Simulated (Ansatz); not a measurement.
# Re: what relativity and spin–orbit coupling change

```
Re
1.0
     0.00000    1.97500    1.97500
     1.97500    0.00000    1.97500
     1.97500    1.97500    0.00000
Re
1
Cartesian
  0.0000 0.0000 0.0000
```

The cell comes from COD entry 1534939, which wasn't checked; take it as a given geometry.

One fixed cell is solved with PBE by frozen-core PAW in Ansatz 0.2.0 under different relativistic treatments. Pressure is positive in compression.

Numerical set-up: a Γ-centred 14×14×14 k mesh, Fermi–Dirac smearing of 0.05 eV, cutoff 420 eV, no spin polarisation.

Order the settings by the pressure that they give at this fixed cell, lowest first.
A. with spin–orbit coupling
B. scalar-relativistic

B (-9.12 GPa), A (-8.48 GPa).

```
                 setting  P (GPa)  lowest level at Γ above −25 eV, from the valence-band top or, without a gap, the Fermi level (eV)
     scalar-relativistic    -9.12                                                                                              -9.81
with spin–orbit coupling    -8.48                                                                                              -9.84
```
